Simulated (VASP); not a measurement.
KCl under changes of volume

One of the cells (28.860 Å³/atom); the others are scaled copies at fixed shape and fractional positions:

```xyz
2
Lattice="3.8646 0.0000 0.0000 0.0000 3.8646 0.0000 0.0000 0.0000 3.8646" Properties=species:S:1:pos:R:3 pbc="T T T"
K     0.0000    0.0000    0.0000
Cl    1.9323    1.9323    1.9323
```

Measurements of this composition are mostly on another form, of space group No. 225.

```yaml
Program: VASP 6.6.1
Functional: PBEsol
Potentials_or_basis: VASP PAW PBE potentials, release 64 (K_sv, Cl)
Cutoff: 520 eV
k_mesh: 7 × 7 × 7
Occupations: fermi-dirac, width 0.05 eV
Spin: no spin polarisation
```

| volume (Å³/atom) | energy over the lowest point (meV/atom) | pressure (GPa) | gap on the mesh (eV) |
| --- | --- | --- | --- |
| 26.596 | 0.00 | -0.3 | 4.90 |
| 27.162 | ? | ? | ? |
| 27.728 | 4.91 | -1.1 | 4.72 |
| 28.860 | 14.58 | -1.7 | 4.56 |
| 29.426 | 20.85 | -1.9 | 4.49 |
| 29.991 | 27.93 | -2.1 | 4.42 |

**Question.** What does the run at 27.162 Å³/atom give?

**Answer.** Energy over the lowest point 1.78 meV/atom; pressure -0.7 GPa; gap on the mesh 4.81 eV.

Worked out: A Birch-Murnaghan fit of order 3 (a polynomial in V^(-2/3)) to the other rows has its minimum at 26.22 Å³/atom, just outside them, with B0 = V·E''(V) = 22 GPa and B' = 4.8. It gives 1.78 meV/atom at 27.162 Å³/atom, against the run's 1.78, and -dE/dV = -0.7 GPa, against -0.7. A straight line through the other rows of the gap, of slope -4 eV per unit of ln V, gives 4.81 eV, against the run's 4.81.

Energies are extrapolated to zero smearing.

Caveats: the PAW data sets were made with another functional, which shifts forces and pressure a little; an odd mesh through Γ misses points on the zone boundary, where band edges often lie.
